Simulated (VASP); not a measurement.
# Ir (Fm-3m) in VASP: notebook, part 2 of 2

VASP 6.6.1. Earlier steps stand in the parts before.

## Step 5: Relaxation of cell and atoms, PBE+D3(BJ)

INCAR reads:

```
SYSTEM = Ir
PREC = Accurate ; ENCUT = 600
EDIFF = 1E-7 ; ISMEAR = 0
SIGMA = 0.1 ; LREAL = .FALSE.
LASPH = .TRUE. ; NELM = 80
ALGO = Normal ; ISIF = 3
LWAVE = .FALSE. ; LCHARG = .FALSE.
GGA = PE ; IVDW = 12
IBRION = 2 ; NSW = 90
EDIFFG = -0.005
```

KPOINTS reads:

```
Automatic mesh
0
G
  18 18 18
  0 0 0
```

POSCAR reads:

```
Ir
1.0
    0.0000000000      1.9269646700      1.9269646700
    1.9269646700      0.0000000000      1.9269646700
    1.9269646700      1.9269646700      0.0000000000
Ir
1
Direct
    0.0000000000      0.0000000000      0.0000000000
```

Run with:

```bash
cat potpaw_PBE.64/Ir/POTCAR > POTCAR
mpirun -np 1 vasp_std > vasp.out
```

Wall time 20 s (1 thread of Intel Xeon 6975P-C (Granite Rapids), shared host); peak memory 0.19 GiB.

The run converged. Its results:

```
Free energy                            : -9.5782 eV
Relaxed volume                         : 14.19 Å³/atom
Relaxed cell                           : a = 2.717 Å, b = 2.717 Å, c = 2.717 Å, α = 60.00°, β = 60.00°, γ = 60.00°
Space group after relaxing (to 0.05 Å) : Fm-3m (No. 225)
Energy gained by relaxing              : 1.2 meV/atom
Ionic steps                            : 3
Pressure after relaxing                : 0.0 GPa
Band gap on the k mesh                 : none (metal or under the smearing width)
Dispersion energy per atom             : -0.733 eV
```

The path:
| step | energy change (eV) | largest force (eV/Å) | pressure (GPa) | volume (Å³) |
| --- | --- | --- | --- | --- |
| 1 | 0.0000 | 0.0000 | -3.16 | 14.31 |
| 2 | 0.0169 | 0.0000 | 13.26 | 13.73 |
| 3 | -0.0012 | 0.0000 | -0.03 | 14.19 |

Final structure:
```cif
data_structure
_symmetry_space_group_name_H-M 'P 1'
_symmetry_Int_Tables_number 1
_cell_length_a 2.7174
_cell_length_b 2.7174
_cell_length_c 2.7174
_cell_angle_alpha 60.000
_cell_angle_beta 60.000
_cell_angle_gamma 60.000
_cell_volume 14.19
loop_
_atom_site_label
_atom_site_type_symbol
_atom_site_fract_x
_atom_site_fract_y
_atom_site_fract_z
_atom_site_occupancy
Ir1 Ir 0.00000 0.00000 0.00000 1
```

Levels at points of the mesh, in eV from the Fermi level:
```csv
k point,band 2,band 3,band 4,band 5,band 6,band 7
"(0.00, 0.00, 0.00)",-3.90,-3.90,-3.90,-1.23,-1.23,14.30
"(0.50, 0.00, 0.00)",-4.01,-4.01,-0.79,0.86,0.86,7.20
"(0.50, 0.50, 0.00)",-7.34,0.82,1.43,1.43,1.66,10.44
```

Caveat: pairwise dispersion overbinds metals, which lowers pressure and volume. The run has no spin-orbit coupling, so splittings on Ir are missing.

## Step 6: Relaxation of cell and atoms, PBEsol

INCAR reads:

```
SYSTEM = Ir
PREC = Accurate ; ENCUT = 300
EDIFF = 1E-7 ; ISMEAR = 0
SIGMA = 0.1 ; LREAL = .FALSE.
LASPH = .TRUE. ; NELM = 80
ALGO = Normal ; ISIF = 3
LWAVE = .FALSE. ; LCHARG = .FALSE.
GGA = PS ; IBRION = 2
NSW = 90 ; EDIFFG = -0.005
```

KPOINTS is that of step 5.

POSCAR is that of step 5.

Potentials or basis: VASP PAW PBE potentials, release 64 (Ir).

Run with:

```bash
cat potpaw_PBE.64/Ir/POTCAR > POTCAR
mpirun -np 1 vasp_std > vasp.out
```

OUTCAR:

```text
SYSTEM = Ir
   PREC = Accurate
   ENCUT = 300
   EDIFF = 1E-7
   ISMEAR = 0
   LREAL = .FALSE.
   LASPH = .TRUE.
   NELM = 80
   ISIF = 3
   GGA = PS
   IBRION = 2
   NSW = 90
   EDIFFG = -0.005

 ion  position               nearest neighbor table
   1  0.000  0.000  0.000-

  LATTYP: Found a face centered cubic cell.
 ALAT       =     3.8539293400

  Lattice vectors:

 A1 = (   0.0000000000,   1.9269646700,   1.9269646700)
 A2 = (   1.9269646700,   0.0000000000,   1.9269646700)
 A3 = (   1.9269646700,   1.9269646700,   0.0000000000)

Analysis of symmetry for initial positions (statically):
=====================================================================
 Subroutine PRICEL returns:
 Original cell was already a primitive cell.

 Routine SETGRP: Setting up the symmetry group for a
 face centered cubic supercell.

 Subroutine GETGRP returns: Found 48 space group operations
 (whereof 48 operations were pure point group operations)
 out of a pool of 48 trial point group operations.

The static configuration has the point symmetry O_h .

Analysis of symmetry for dynamics (positions and initial velocities):
=====================================================================
 Subroutine PRICEL returns:
 Original cell was already a primitive cell.

 Routine SETGRP: Setting up the symmetry group for a
 face centered cubic supercell.

 Subroutine GETGRP returns: Found 48 space group operations
 (whereof 48 operations were pure point group operations)
 out of a pool of 48 trial point group operations.

The dynamic configuration has the point symmetry O_h .

 Subroutine INISYM returns: Found 48 space group operations
 (whereof 48 operations are pure point group operations),
 and found     1 'primitive' translations

----------------------------------------------------------------------------------------

[... 127 lines left out ...]
   NGX =  7   NGY =  7   NGZ =  7

--------------------------------------- Ionic step        1  -------------------------------------------

 number of electron       9.0000005 magnetization

 Free energy of the ion-electron system (eV)
  ---------------------------------------------------
  ext. energy  EPLUGINS =         0.00000000
  ---------------------------------------------------
  free energy    TOTEN  =        -9.82179005 eV

  energy without entropy =       -9.81658793  energy(sigma->0) =       -9.81918899

------------------------ aborting loop because EDIFF is reached ----------------------------------------

  FORCE on cell =-STRESS in cart. coord.  units (eV):
  Direction    XX          YY          ZZ          XY          YZ          ZX
  --------------------------------------------------------------------------------------
  -------------------------------------------------------------------------------------
  Total       -0.6045706     -0.6045706     -0.6045706      0.0000000      0.0000000      0.0000000
  in kB      -67.6871740    -67.6871740    -67.6871740      0.0000000      0.0000000      0.0000000
  external PRESSURE =     -67.6871740 kB  Pullay stress =       0.0000000 kB
[... 92 lines left out ...]
--------------------------------------- Ionic step        4  -------------------------------------------

 number of electron       9.0000002 magnetization

 Free energy of the ion-electron system (eV)
  ---------------------------------------------------
  ext. energy  EPLUGINS =         0.00000000
  ---------------------------------------------------
  free energy    TOTEN  =        -9.82729231 eV

  energy without entropy =       -9.82226583  energy(sigma->0) =       -9.82477907

 E-fermi :  10.3992     XC(G=0): -14.1406

 val. band max:       10.3920503997   @ k =   0.5000   0.2222   0.1111
 cond. band min:      10.4089840735   @ k =   0.3333   0.1111   0.0556
 fundamental gap:      0.0169336738
 Fermi energy:        10.3991643296

 k-point     1 :       0.0000    0.0000    0.0000
  band No.  band energies     occupation
      1      -0.9034      2.00000
      2       6.4187      2.00000
      3       6.4187      2.00000
      4       6.4187      2.00000
      5       9.1628      2.00000
      6       9.1628      2.00000
      7      24.6632      0.00000
      8      30.2755      0.00000
[... 243 lines left out ...]
 k-point    24 :      -0.2222    0.0556    0.0000
  band No.  band energies     occupation
      1       1.3290      2.00000
      2       5.7394      2.00000
      3       6.8836      2.00000
      4       6.9774      2.00000
      5       8.8632      2.00000
      6       9.7360      2.00000
      7      24.5171      0.00000
      8      27.3482      0.00000

 [... further k-points ...]

------------------------ aborting loop because EDIFF is reached ----------------------------------------

  FORCE on cell =-STRESS in cart. coord.  units (eV):
  Direction    XX          YY          ZZ          XY          YZ          ZX
  --------------------------------------------------------------------------------------
  -------------------------------------------------------------------------------------
  Total       -0.0024316     -0.0024316     -0.0024316      0.0000000     -0.0000000      0.0000000
  in kB       -0.2771583     -0.2771583     -0.2771583      0.0000000     -0.0000000      0.0000000
  external PRESSURE =      -0.2771583 kB  Pullay stress =       0.0000000 kB
[... 16 lines left out ...]
  FREE ENERGIE OF THE ION-ELECTRON SYSTEM (eV)
  ---------------------------------------------------
  free  energy   TOTEN  =        -9.8272923102 eV

  energy  without entropy=       -9.8222658318  energy(sigma->0) =       -9.82477907

 reached required accuracy - stopping structural energy minimisation
```

OSZICAR:

```text
N       E                     dE             d eps       ncg     rms          rms(c)
DAV:   1     0.171333718065E+02    0.17133E+02   -0.32857E+03  3848   0.631E+02
DAV:   2    -0.101375293770E+02   -0.27271E+02   -0.25454E+02  3184   0.151E+02
[... 30 lines left out ...]
   3 F= -.98272866E+01 E0= -.98247710E+01  d E =-.549652E-02
       N       E                     dE             d eps       ncg     rms          rms(c)
DAV:   1    -0.982730371765E+01   -0.17178E-04   -0.45855E-04  3384   0.346E-01    0.337E-02
DAV:   2    -0.982729338066E+01    0.10337E-04   -0.27343E-05  3440   0.711E-02    0.118E-02
DAV:   3    -0.982729222906E+01    0.11516E-05   -0.55379E-06  3736   0.295E-02    0.336E-03
DAV:   4    -0.982729231019E+01   -0.81137E-07   -0.12078E-07  2968   0.345E-03
   4 F= -.98272923E+01 E0= -.98247791E+01  d E =-.550226E-02
```

It took 8.7 s on 1 thread of Intel Xeon 6975P-C (Granite Rapids), shared host; peak memory 0.13 GiB.

What came out:

* Free energy: -9.8273 eV
* Relaxed volume: 14.06 Å³/atom
* Relaxed cell: a = 2.709 Å, b = 2.709 Å, c = 2.709 Å, α = 60.00°, β = 60.00°, γ = 60.00°
* Space group after relaxing (to 0.05 Å): Fm-3m (No. 225)
* Energy gained by relaxing: 5.5 meV/atom
* Ionic steps: 4
* Pressure after relaxing: 0.0 GPa
* Band gap on the k mesh: none (metal or under the smearing width)

Step by step:
```
step  energy change (eV)  largest force (eV/Å)  pressure (GPa)  volume (Å³)
   1              0.0000                0.0000           -6.77        14.31
   2              0.0879                0.0000           33.47        13.09
   3             -0.0055                0.0000           -0.22        14.06
   4             -0.0055                0.0000           -0.03        14.06
```

Final structure:
```
CELL_PARAMETERS angstrom
0.00000 1.91549 1.91549
1.91549 0.00000 1.91549
1.91549 1.91549 0.00000
ATOMIC_POSITIONS crystal
Ir 0.00000 0.00000 0.00000
```

Caveat: the PAW data sets were made with another functional, which shifts forces and pressure a little. The run has no spin-orbit coupling, so splittings on Ir are missing.

## Step 7: The runs side by side

| level | potentials or basis | cutoff (eV) | gap on the mesh (eV) | pressure (GPa) | relaxed volume (Å³/atom) |
| --- | --- | --- | --- | --- | --- |
| PBEsol | VASP PAW PBE potentials, release 64 (Ir) | 600 | none | 0.0 | 14.09 |
| LDA | VASP PAW LDA potentials, release 64 (Ir) | 600 | none | 0.0 | 13.93 |
| PBE | VASP PAW PBE potentials, release 64 (Ir) | 600 | none | 0.0 | 14.52 |
| PBE+D3(BJ) | VASP PAW PBE potentials, release 64 (Ir) | 600 | none | 0.0 | 14.19 |
| PBEsol | VASP PAW PBE potentials, release 64 (Ir) | 300 | none | 0.0 | 14.06 |

Alike in all rows: task relaxation of cell and atoms; no spin polarisation; cell relaxed; k mesh 18 × 18 × 18; smearing gaussian 0.1 eV.

Caveats: the PAW data sets were made with another functional, which shifts forces and pressure a little (some runs); pairwise dispersion overbinds metals, which lowers pressure and volume (some runs).

Absolute energies hang on the potentials; compare differences alone.
